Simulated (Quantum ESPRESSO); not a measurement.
**BN: dielectric tensor and Born charges under several settings**

```xyz
2
Lattice="0.0000 1.8130 1.8130 1.8130 0.0000 1.8130 1.8130 1.8130 0.0000" Properties=species:S:1:pos:R:3 pbc="T T T"
N     0.9065    0.9065    0.9065
B     0.0000    0.0000    0.0000
```

The cell is a database's computed one.

All runs used Quantum ESPRESSO 7.5; potentials GBRV 1.5 PBEsol; given cell; no spin polarisation; cutoff 612 eV; occupations smeared at first, fixed for the response.

| level | k mesh (s: shifted) | ε∞ (diagonal) | Born charge of atom 1 (e) | sum of the Born charges (e) |
| --- | --- | --- | --- | --- |
| PBEsol | 4 × 4 × 4s | 4.65 | -1.92 | -0.01 |
| PBEsol | 6 × 6 × 6s | 4.64 | -1.91 | 0.00 |
| PBEsol | 8 × 8 × 8s | 4.64 | -1.91 | 0.00 |
| PBEsol | 10 × 10 × 10s | 4.64 | -1.91 | 0.00 |
| PBEsol | 14 × 14 × 14s | ? | ? | ? |
| PBEsol | 16 × 16 × 16s | 4.64 | -1.91 | 0.00 |

Problem. What stands in the row left open?

Solution. ε∞ 4.64; Born charge of atom 1 -1.91 e; sum of the Born charges 0.00 e.

Caveats: some runs use coarse meshes; the cell is more than 3 GPa from zero pressure, which shifts response properties.

For the row left open. Caveat: the cell is more than 3 GPa from zero pressure, which shifts response properties.
